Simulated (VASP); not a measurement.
Wanted: the native input for a VASP 6.6.1 run.

```yaml
Task: relaxation of cell and atoms
Functional: PBE
Dispersion: D3(BJ)
Potentials_or_basis: VASP PAW PBE potentials, release 64 (B, N)
Cutoff: 600 eV
k_mesh: 15 × 15 × 1
Occupations: gaussian, width 0.03 eV
Spin: no spin polarisation
Further_INCAR_settings: ALGO = Normal; EDIFF = 1e-07; IBRION = 2; EDIFFG = -0.005; NSW = 90; ISIF = 3
```

The structure of BN lies in POSCAR:

```
BN                                      
1.0
    2.5071293279      0.0000000000      0.0000000000
   -1.2535646639      2.1712376837      0.0000000000
    0.0000000000      0.0000000000     24.6357000000
  B               N             
     3     3
Direct
     0.6666666699999979    0.3333333300000021    0.3653541483010501
     0.3333333300000021    0.6666666699999979    0.5000000000000000
     0.6666666699999979    0.3333333300000021    0.6346458516989499
     0.3333333300000021    0.6666666699999979    0.3652783435944567
     0.6666666699999979    0.3333333300000021    0.5000000000000000
     0.3333333300000021    0.6666666699999979    0.6347216564055432
```

The input as run:

INCAR

```
ALGO = Normal
EDIFF = 1E-7
EDIFFG = -0.005
ENCUT = 600
GGA = PE
IBRION = 2
ISIF = 3
ISMEAR = 0
IVDW = 12
KPAR = 4
LASPH = T
LATTICE_CONSTRAINTS = .TRUE. .TRUE. .FALSE.
LCHARG = F
LREAL = F
LWAVE = F
NELM = 80
NSW = 90
PREC = Accurate
SIGMA = 0.03
```

KPOINTS

```
k-points
0
Gamma
  15 15 1
```

Potentials or basis: VASP PAW PBE potentials, release 64 (B, N).

Launch:

```bash
$ cat potpaw_PBE.64/B/POTCAR potpaw_PBE.64/N/POTCAR > POTCAR
$ mpirun -np 4 vasp_std > vasp.out
```

It gave:

The relaxed volume is 22.35 Å³/atom and the relaxed cell is a = 2.507 Å, b = 2.507 Å, c = 24.636 Å, α = 90.00°, β = 90.00°, γ = 120.00°. The space group after relaxing (to 0.05 Å) is P-6m2 (No. 187). The energy gained by relaxing is 0.0 meV/atom and the ionic steps are 3. The largest force after relaxing is 0.004 eV/Å, the band gap on the k mesh is 4.39 eV, indirect (least direct gap 4.65 eV) and the dispersion energy per atom is -0.117 eV.

Run time: 37 s on 4 MPI ranks on Intel(R) Xeon(R) Platinum 8488C (Sapphire Rapids) (shared host), peak memory 0.31 GiB a rank.
